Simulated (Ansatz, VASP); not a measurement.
**Two plane-wave programs on Mo**

```
Mo
1.0
    -1.56464    1.56464    1.56464
     1.56464   -1.56464    1.56464
     1.56464    1.56464   -1.56464
Mo
1
Direct
  0.00000 0.00000 0.00000
```

Alike in both runs: functional PBEsol; k mesh 18 × 18 × 18; occupations gaussian, width 0.1 eV; no spin polarisation.

Ansatz relaxed the structure, and its values are those at the end. VASP's run is a single point on that final structure, the one shown.

```csv
,VASP,Ansatz
version,VASP 6.6.1,Ansatz 0.2.0
potentials or method,"VASP PAW PBE potentials, release 64 (Mo_sv)","scalar-relativistic, plane waves, PAW"
plane-wave cutoff (eV),520,420
valence electrons in the cell,14,14
```

|  | VASP | Ansatz | Ansatz less VASP |
| --- | --- | --- | --- |
| gap on the k mesh at the Fermi level (eV) | none | none | - |
| pressure (GPa) | 0.6 | 0.0 | -0.55 |

A gap of «none» marks a metal or a gap that the smearing closes.

Caveats: the PAW data sets were made with another functional, which shifts forces and pressure a little (VASP).
